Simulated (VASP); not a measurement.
A run of VASP 6.6.1:

The input POSCAR:

```
Nb
1.0
   -1.6355100000      1.6355100000      1.6355100000
    1.6355100000     -1.6355100000      1.6355100000
    1.6355100000      1.6355100000     -1.6355100000
Nb
1
Direct
    1.0000000000      1.0000000000      1.0000000000
```

INCAR.step1

```
  PREC = Accurate
  ENCUT = 520
  EDIFF = 1E-5
  ISMEAR = 0
  SIGMA = 0.1
  LREAL = F
  LASPH = T
  NELM = 100
  ALGO = Normal
  ISIF = 2
  LWAVE = T
  LCHARG = F
  NBANDS = 12
  GGA = PE
```

File INCAR.step2:

```
  PREC = Accurate
  ENCUT = 520
  EDIFF = 1E-6
  ISMEAR = 0
  SIGMA = 0.1
  LREAL = F
  LASPH = T
  NELM = 100
  ALGO = Normal
  ISIF = 2
  LWAVE = F
  LCHARG = F
  GGA = PE
  LHFCALC = T
  HFSCREEN = 0.2
  PRECFOCK = Fast
  NBANDS = 12
  ISTART = 1
```

KPOINTS

```
Automatic mesh
0
Gamma
  8 8 8
```

Potentials or basis: VASP PAW PBE potentials, release 64 (Nb_sv).

Run with:

```console
$ cat potpaw_PBE.64/Nb_sv/POTCAR > POTCAR
$ cp INCAR.step1 INCAR
$ mpirun -np 1 vasp_std > vasp.out
$ cp INCAR.step2 INCAR
$ mpirun -np 1 vasp_std > vasp.out
```

Hardware: 1 thread of Intel(R) Xeon(R) Platinum 8559C (Emerald Rapids), with other jobs on the host.

Problem. Estimate the wall time of this run.

Solution. It took 14 min on 1 thread of Intel(R) Xeon(R) Platinum 8559C (Emerald Rapids) (shared host), peak memory 0.25 GiB. Counts: scf iterations 8, k points 29.
